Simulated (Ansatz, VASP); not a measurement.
One calculation of OF3, two programs

Contents of INCAR:

```
PREC = Accurate ; ENCUT = 520
EDIFF = 1E-7 ; ISMEAR = 0
SIGMA = 0.1 ; LREAL = F
LASPH = T ; NELM = 150
ALGO = Normal ; ISIF = 2
LWAVE = F ; LCHARG = T
ISPIN = 2 ; MAGMOM = 1 1 1 1
LORBIT = 11 ; GGA = PE
IVDW = 12 ; LELF = T
LVHAR = T ; NBANDS = 26
```

The input KPOINTS:

```
Automatic mesh
0
Gamma
  6 6 4
```

The input POSCAR:

```
OF3
1.0
    2.8158191600      0.0000000000      0.0000000000
    0.0000000000      2.8158191600      0.0000000000
    0.0000000000      0.0000000000      5.4377617300
O F
1 3
Direct
    0.0000000000      0.0000000000      0.0000000000
    0.5000000000      0.5000000000      0.2365449100
    0.5000000000      0.5000000000      0.7634550900
    0.0000000000      0.0000000000      0.5000000000
```

Input for Ansatz:

```yaml
crystal:
  lattice:
    - [2.81581916, 0.0, 0.0]
    - [0.0, 2.81581916, 0.0]
    - [0.0, 0.0, 5.43776173]
  atoms:
    - { symbol: O, position: [0.0, 0.0, 0.0], spin: 1.0 }
    - { symbol: F, position: [0.5, 0.5, 0.23654491], spin: 1.0 }
    - { symbol: F, position: [0.5, 0.5, 0.76345509], spin: 1.0 }
    - { symbol: F, position: [0.0, 0.0, 0.5], spin: 1.0 }
basis:
  ecutwfc: 420
kpoints:
  mp_grid: { grid: [6, 6, 4] }
hamiltonian:
  xc: pbe
  dispersion: d3bj
scf:
  occupations: { method: gaussian, width: 0.1 }
  lower_state_search: "off"
output:
  forces: true
  stress: true
  eigenvalues: true
  populations: true
magnetization:
  spin_polarized: true
```

Change from the starting cell: species swapped into the HgPb3 type (P4/mmm, No. 123).

Alike in both runs: task single point; functional PBE; dispersion D3(BJ); k mesh 6 × 6 × 4; occupations gaussian, width 0.1 eV; collinear spin.

|  | VASP | Ansatz |
| --- | --- | --- |
| version | VASP 6.6.1 | Ansatz 0.2.0 |
| potentials or method | VASP PAW PBE potentials, release 64 (O, F) | scalar-relativistic, plane waves, PAW |
| plane-wave cutoff (eV) | 520 | 420 |
| valence electrons in the cell | 27 | 27 |

|  | VASP | Ansatz | Ansatz less VASP |
| --- | --- | --- | --- |
| gap on the k mesh at the Fermi level (eV) | none | none | - |
| pressure (GPa) | -0.5 | 0.0 | +0.55 |
| largest component of the traceless stress (GPa) | 0.61 | 0.61 | +0.006 |
| rms of the force components (eV/Å) | 0.047 | 0.048 | +0.0006 |
| net moment per atom (μB) | 1.25 | 1.25 | 0.000 |
| size of the moment on the site where the two differ most (μB) | 1.90 | 2.15 | +0.250 |

Site moments also hang on the region over which each program counts them. Atom by atom the forces differ by 0.001 eV/Å (rms over components). A gap of «none» marks a metal or a gap that the smearing closes.

Caveats: the k mesh is coarse (spacing up to 0.37 Å⁻¹), so the values aren't converged; pairwise dispersion overbinds metals, which lowers pressure and volume.
